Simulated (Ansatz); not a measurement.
Response of TiO$_{2}$ to small distortions

```xyz
6
Lattice="-1.8925 1.8925 4.7570 1.8925 -1.8925 4.7570 1.8925 1.8925 -4.7570" Properties=species:S:1:pos:R:3 pbc="T T T"
Ti    0.0000    0.0000    0.0000
Ti    0.0000    1.8925    2.3785
O     0.0000    0.0000    1.9656
O     0.0000    1.8925    4.3441
O     0.0000    1.8925    0.4129
O     0.0000    0.0000    7.5484
```

Atoms are numbered in the order listed.

The cell comes from COD entry 9009086, which wasn't checked; take it as a given geometry.

Computed with DFT, PBE, all-electron LAPW, scalar-relativistic in Ansatz 0.2.0.

Numerical set-up: a Γ-centred 13×13×13 k mesh, Fermi–Dirac smearing of 0.08 eV, basis error target 1 meV/atom, no spin polarisation.

The unchanged cell is at 5.95 GPa.

Semilocal functionals give too small gaps.

x, y and z are the Cartesian axes of the cell as listed; fractional coordinates follow a strain, and an engineering shear is twice the off-diagonal strain component.

(1) One change gave: energy change under 1 meV/atom; stress change (xx, yy, zz, yz, xz, xy) 0.01, 0.01, 0.01, 0.99, 0.99, 0.57 GPa, compression positive; change of the force on O4 (0.083, -0.018, -0.001) eV/Å; gap on the k mesh 2.17 → 2.17 eV. Which change was it?
A. equal xy, yz and zx engineering shear strains of +2 %
B. equal xy, yz and zx engineering shear strains of +1 %
C. equal xy, yz and zx engineering shear strains of -2 %
D. equal xy, yz and zx engineering shear strains of -1 %
E. equal xy, yz and zx engineering shear strains of -3 %
F. equal xy, yz and zx engineering shear strains of +3 %

Results:

(1) D. For equal xy, yz and zx engineering shear strains of -3 %: energy change +8 meV/atom; stress change (xx, yy, zz, yz, xz, xy) 0.11, 0.11, 0.12, 2.94, 2.94, 1.70 GPa, compression positive; change of the force on O3 (-0.064, 0.239, -0.005) eV/Å; gap on the k mesh 2.17 → 2.15 eV. For equal xy, yz and zx engineering shear strains of +2 %: energy change +4 meV/atom; stress change (xx, yy, zz, yz, xz, xy) 0.05, 0.05, 0.06, -1.99, -1.99, -1.17 GPa, compression positive; change of the force on O3 (0.025, -0.177, -0.002) eV/Å; gap on the k mesh 2.17 → 2.17 eV. For equal xy, yz and zx engineering shear strains of -2 %: energy change +4 meV/atom; stress change (xx, yy, zz, yz, xz, xy) 0.05, 0.05, 0.05, 1.97, 1.97, 1.14 GPa, compression positive; change of the force on O4 (0.163, -0.039, -0.002) eV/Å; gap on the k mesh 2.17 → 2.16 eV. For equal xy, yz and zx engineering shear strains of +1 %: energy change under 1 meV/atom; stress change (xx, yy, zz, yz, xz, xy) 0.01, 0.01, 0.01, -0.99, -0.99, -0.58 GPa, compression positive; change of the force on O3 (0.014, -0.087, -0.001) eV/Å; gap on the k mesh 2.17 → 2.17 eV. For equal xy, yz and zx engineering shear strains of +3 %: energy change +8 meV/atom; stress change (xx, yy, zz, yz, xz, xy) 0.11, 0.11, 0.13, -3.00, -3.00, -1.77 GPa, compression positive; change of the force on O3 (0.033, -0.270, -0.005) eV/Å; gap on the k mesh 2.17 → 2.16 eV.
